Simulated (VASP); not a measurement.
Write the native input for VASP 6.6.1 that does the following.

| Item | Value |
| --- | --- |
| Task | relaxation of cell and atoms |
| Functional | LDA |
| Potentials or basis | VASP PAW LDA potentials, release 64 (Ta_pv, Si) |
| Cutoff | 600 eV |
| k mesh | 9 × 9 × 6 |
| Occupations | methfessel-paxton, width 0.1 eV |
| Spin | no spin polarisation |
| Further INCAR settings | ALGO = Normal; EDIFF = 1e-06; IBRION = 2; EDIFFG = -0.01; NSW = 90; ISIF = 3 |

The structure of TaSi2 lies in POSCAR:

```
TaSi2
1.0
    4.7800000000      0.0000000000      0.0000000000
   -2.3900000000      4.1396014301      0.0000000000
    0.0000000000      0.0000000000      6.5640000000
Ta Si
3 6
Direct
    0.5000000000      0.0000000000      0.5000000000
    0.5000000000      0.5000000000      0.8333333333
    0.0000000000      0.5000000000      0.1666666667
    0.1666500000      0.3333000000      0.5000000000
    0.8333500000      0.1666500000      0.8333333333
    0.6667000000      0.8333500000      0.1666666667
    0.8333500000      0.6667000000      0.5000000000
    0.1666500000      0.8333500000      0.8333333333
    0.3333000000      0.1666500000      0.1666666667
```

The input as run:

INCAR

```
ALGO     = Normal         # electronic algorithm
EDIFF    = 1E-6           # SCF threshold, eV
EDIFFG   = -0.01          # ionic threshold
ENCUT    = 600            # plane-wave cutoff, eV
GGA      = CA             # functional
IBRION   = 2              # ionic algorithm
ISIF     = 3              # what is computed and relaxed
ISMEAR   = 1              # smearing method
KPAR     = 4            
LASPH    = True           # aspherical terms in the spheres
LCHARG   = False          # write CHGCAR
LREAL    = False          # projectors in reciprocal space
LWAVE    = False          # write WAVECAR
NELM     = 80             # most SCF steps
NSW      = 90             # ionic steps
PREC     = Accurate       # precision mode
SIGMA    = 0.1            # smearing width, eV
```

KPOINTS

```
k-points
0
Gamma
  9 9 6
```

Potentials or basis: VASP PAW LDA potentials, release 64 (Ta_pv, Si).

The run is started by

```console
$ cat potpaw_LDA.64/Ta_pv/POTCAR potpaw_LDA.64/Si/POTCAR > POTCAR
$ mpirun -np 4 vasp_std > vasp.out
```

Results of the run:

| Quantity | Value |
| --- | --- |
| Relaxed volume | 14.09 Å³/atom |
| Relaxed cell | a = 4.738 Å, b = 4.738 Å, c = 6.523 Å, α = 90.00°, β = 90.00°, γ = 120.00° |
| Space group after relaxing (to 0.05 Å) | P6_222 (No. 180) |
| Energy gained by relaxing | 20.5 meV/atom |
| Ionic steps | 10 |
| Pressure after relaxing | 0.0 GPa |
| Largest force after relaxing | 0.005 eV/Å |
| Band gap on the k mesh | none (metal or under the smearing width) |

Run time: 3.6 min on 4 MPI ranks on Intel(R) Xeon(R) 6975P-C (Granite Rapids), on a shared host, peak memory 0.35 GiB a rank.
